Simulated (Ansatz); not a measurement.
A (100) slab of Ti (Im-3m (No. 229)), 7 planes, outer planes Ti (top) and Ti (bottom), with 7 atoms (Ti7) in a surface cell of A = 10.598 Å², as cut from the bulk:

```xyz
7
Lattice="3.2555 0.0000 0.0000 0.0000 3.2555 0.0000 0.0000 0.0000 24.7665" Properties=species:S:1:pos:R:3 pbc="T T T"
Ti    1.6278    1.6278    7.5000
Ti    0.0000    0.0000    9.1278
Ti    1.6278    1.6278   10.7555
Ti    0.0000    0.0000   12.3833
Ti    1.6278    1.6278   14.0110
Ti    0.0000    0.0000   15.6388
Ti    1.6278    1.6278   17.2665
```

Theory: Ansatz, DFT PBE, scalar-relativistic, plane waves, PAW. Plane waves to 420 eV, a k mesh through Γ of 11×11×1 on the computed 7-atom cell and Gaussian smearing (0.10 eV); no spin polarisation.

Against the same 7 atoms in the bulk, the slab as cut lies 2.153 eV higher and the relaxed slab 2.099 eV higher.

(1) Work out the surface energy before and after relaxation.

(2) What is the ideal work of this cut, per area?

Answers

(1) The slab has two faces, so γ = (E_slab − N·E_bulk)/(2A), the mean of both. As cut: 2.153/(2 × 10.598) = 0.1016 eV/Å², and 1 eV/Å² = 16.02 J/m², so γ = 1.63 J/m². Relaxed: 2.099/(2 × 10.598) = 0.0990 eV/Å² = 1.59 J/m². Relaxation recovers 3 % of the cost of cutting.

(2) Griffith's ideal work is 2γ: 3.25 J/m² if the new faces stay rigid, 3.17 J/m² if they relax. One thickness was run, 7 planes, so γ can still shift with it.

The reference crystal is the bcc form of Ti, which isn't its usual structure.

Almost all of the surface energy is the electronic cost of lost bonds, since relaxation lowers it only from 1.63 to 1.59 J/m². An atom in an ideal bcc (100) face loses half of its nearest neighbours, all on the vacuum side. In a metal such as Ti, with a partly filled d band, this narrows the local d states and weakens their contribution to cohesion. The loss is less than proportional to the number of missing neighbours, because the remaining bonds strengthen as charge redistributes.

The small gain on relaxation also reflects symmetry. Every atom in this cell lies on a fourfold axis, so lateral forces cancel and only the interlayer spacings can respond. Bcc Ti is dynamically unstable at low temperature and owes its high-temperature existence largely to vibrational entropy, so shear or shuffle displacements could probably lower the energy further in a larger or distorted cell. The relaxed value therefore describes a symmetry-constrained face, and doesn't establish that the (100) termination is stable against reconstruction.
